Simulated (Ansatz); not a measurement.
# Li5NbO5 — quadrupolar parameters

The cell is a Materials Project structure (computed, not necessarily an observed phase), taken as it stands.

Space group C2/c (No. 15); a = 5.7530, b = 9.3946, c = 9.0920 Å, β = 104.54°.

| site | Wyckoff | site symmetry | x | y | z |
| --- | --- | --- | --- | --- | --- |
| Li1 | 8f | 1 | 0.3686 | 0.3272 | 0.4387 |
| Li2 | 8f | 1 | 0.6608 | 0.8841 | 0.0423 |
| Li3 | 4e | 2 | 0.5000 | 0.1720 | 0.2500 |
| Nb | 4e | 2 | 0.5000 | 0.5878 | 0.2500 |
| O13 | 8f | 1 | 0.6550 | 0.6712 | 0.1055 |
| O14 | 8f | 1 | 0.3162 | 0.1130 | 0.4114 |
| O17 | 4e | 2 | 0.5000 | 0.3863 | 0.2500 |

One atom of each set is listed; the run and its k-mesh use a cell of 22 atoms with edges of 5.51, 5.51, 9.09 Å.

Level of theory: DFT, r2SCAN, plane waves and PAW, scalar-relativistic, 500 eV cutoff, Γ-centred 4×4×3 k-points, Fermi–Dirac smearing 0.02 eV (Ansatz 0.2.0).

V_zz is the principal component of the electric field gradient with the largest magnitude, η = (V_xx − V_yy)/V_zz and C_Q = eQV_zz/h.

6Li: I = 1, Q = -0.8080 mb; Nb-93: I = 9/2, Q = -320.0 mb; ¹⁷O: I = 5/2, Q = -25.58 mb. Nuclear quadrupole moments: year-2017 set (Pyykkö).

```tsv
site	atoms	first shell	V_zz (10²¹ V/m²)	η	C_Q (MHz)
Li1	4	4 O at 1.94–2.12 Å; also 4 O at 3.22–3.31 Å	-0.10	0.71	0.002
Li2	4	5 O at 1.98–2.35 Å; also 1 Li at 2.62 Å	-0.11	0.84	0.002
Li3	2	5 O at 2.01–2.09 Å	0.13	0.58	-0.003
Nb	2	5 O at 1.89–2.04 Å	8.60	0.14	-66.6
O13	4	1 Nb at 1.93 Å, 4 Li at 1.94–2.09 Å	2.00	0.93	-1.24
O14	4	5 Li at 2.01–2.19 Å, 1 Nb at 2.04 Å	1.20	0.57	-0.745
O17	2	1 Nb at 1.89 Å, 5 Li at 2.01–2.35 Å	-0.66	0.01	0.409
```

At this cell the r2SCAN pressure is -6 GPa, so with r2SCAN the cell would shrink if it were relaxed. The entry's cell may itself be off. The largest force is 0.9 eV/Å, so the atoms aren't at the calculated equilibrium and relaxing them would move these values. Without spin–orbit coupling (the program notes it for Nb) the gradients are little affected as a rule: paired runs on crystals with a gap mostly move them by under 2 % at such atoms. With these PAW files V_zz is typically within 2 to 3 % of all-electron values, but misses above 10 % occur on Li. Where η is near 1 the sign of V_zz means little.
